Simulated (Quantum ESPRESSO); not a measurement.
# CO2 under changes of volume

One of the cells (7.836 Å³/atom); the others are scaled copies at fixed shape and fractional positions:

```
O C
1.0
    -1.97473    1.97473    3.01406
     1.97473   -1.97473    3.01406
     1.97473    1.97473   -3.01406
O C
4 2
Direct
  0.87500 0.95980 0.58480
  0.37500 0.29020 0.41520
  0.04020 0.62500 0.91520
  0.70980 0.12500 0.08480
  0.00000 0.00000 0.00000
  0.75000 0.25000 0.50000
```

The cell comes from a database or a generator and needn't be the stable form of this composition.

| Property | Result |
| --- | --- |
| Program | Quantum ESPRESSO 7.5 |
| Functional | PBEsol |
| Potentials or basis | GBRV 1.5 PBEsol |
| Cutoff | 612 eV |
| Density cutoff | 4898 eV |
| k mesh | 9 × 9 × 9 |
| Occupations | fermi-dirac, width 0.05 eV |
| Spin | no spin polarisation |

```tsv
volume (Å³/atom)	energy over the lowest point (meV/atom)	pressure (GPa)	gap on the mesh (eV)
7.366	?	?	?
7.522	3.09	5.8	7.75
7.679	0.00	-0.1	7.67
7.836	2.42	-5.5	7.58
7.992	9.81	-10.3	7.49
8.149	21.66	-14.5	7.41
8.306	37.52	-18.4	7.31
```

Question: What does the run at 7.366 Å³/atom give?

Answer: Energy over the lowest point 12.34 meV/atom; pressure 12.4 GPa; gap on the mesh 7.82 eV.

Worked out: A Birch-Murnaghan fit of order 3 (a polynomial in V^(-2/3)) to the other rows has its minimum at 7.69 Å³/atom with B0 = V·E''(V) = 276 GPa and B' = 4.4 at fixed shape and positions, which overstates the stiffness. It gives 12.32 meV/atom at 7.366 Å³/atom, against the run's 12.34, and -dE/dV = 12.9 GPa, against 12.4. A straight line through the other rows of the gap, of slope -4.42 eV per unit of ln V, extrapolates to 7.85 eV, against the run's 7.82.

Energies are extrapolated to zero smearing.

Caveats: an odd mesh through Γ misses points on the zone boundary, where band edges often lie.
